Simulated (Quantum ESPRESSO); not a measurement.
The system is AlN.

```
Al N
1.0
     0.00000    2.18399    2.18399
     2.18399    0.00000    2.18399
     2.18399    2.18399    0.00000
Al N
1 1
Direct
  0.00000 0.00000 0.00000
  0.25000 0.25000 0.25000
```

Measurements of this composition are mostly on another form, of space group No. 186.

Base run:

* Program: Quantum ESPRESSO 7.5
* Functional: WC
* Potentials or basis: GBRV 1.5 PBE
* Cutoff: 612 eV
* Density cutoff: 4898 eV
* k mesh: 8 × 8 × 8, shifted
* Occupations: fermi-dirac, width 0.05 eV
* Spin: no spin polarisation

Its results: pressure 2.3 GPa; electronic dielectric tensor (diagonal) 4.64.

Q: The run is repeated on the same cell with these changes: functional from WC to PBEsol; potentials or basis from GBRV 1.5 PBE to GBRV 1.5 PBEsol. What comes out?

A: Pressure 1.7 GPa; electronic dielectric tensor (diagonal) 4.64.

Caveats: the potentials were made for another functional, which shifts forces and pressure (some runs).
